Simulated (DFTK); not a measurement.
# ZrB2 in DFTK: convergence with k mesh

Crystal: ZrB2.

```
Zr B
1.0
     3.17000    0.00000    0.00000
    -1.58500    2.74530    0.00000
     0.00000    0.00000    3.53300
Zr B
1 2
Direct
  0.00000 0.00000 0.00000
  0.66667 0.33333 0.50000
  0.33333 0.66667 0.50000
```

* Program: DFTK 0.8.2
* Task: convergence study
* Functional: PBE
* Potentials or basis: dojo.nc.sr.pbe.v0_5.standard.upf (PBE)
* Cutoff: 1034 eV
* k mesh: 2 × 2 × 1
* Occupations: fermi-dirac, width 0.02 eV
* Spin: no spin polarisation

These are the settings of the first run; the series varies k mesh, with any setting tied to it.

Hardware: 1 thread of Intel(R) Xeon(R) Platinum 8488C (Sapphire Rapids), on a shared host.

Q: The values tried are 2 × 2 × 1, 3 × 3 × 2, 4 × 4 × 4, 6 × 6 × 5, 8 × 8 × 6, 9 × 9 × 7, 11 × 11 × 9, 13 × 13 × 10, loosest first. From which on does the pressure stay within 0.1 GPa of the tightest run that finished?

A: From 8 × 8 × 6 on.

```csv
k mesh,"energy less the tightest run, at zero smearing (meV/atom)",pressure (GPa),gap on the mesh (eV),SCF cycles
2 × 2 × 1,105.34,-11.15,4.571,9
3 × 3 × 2,-14.73,0.14,0.000,9
4 × 4 × 4,7.59,0.75,0.000,9
6 × 6 × 5,15.93,0.93,0.000,9
8 × 8 × 6,0.54,0.73,0.000,9
9 × 9 × 7,3.53,0.78,0.000,9
11 × 11 × 9,-1.06,0.71,0.000,9
13 × 13 × 10,0.00,0.73,0.000,9
```

Against the tightest run, the gap on the mesh stays within 0.01 eV from 3 × 3 × 2 on. Not settled before the last step: the energy (to 1 meV/atom). Meshes of other sizes hit other points, so gaps and Fermi surfaces needn't settle smoothly. The tightest run that finished is the yardstick and may itself not be fully converged.
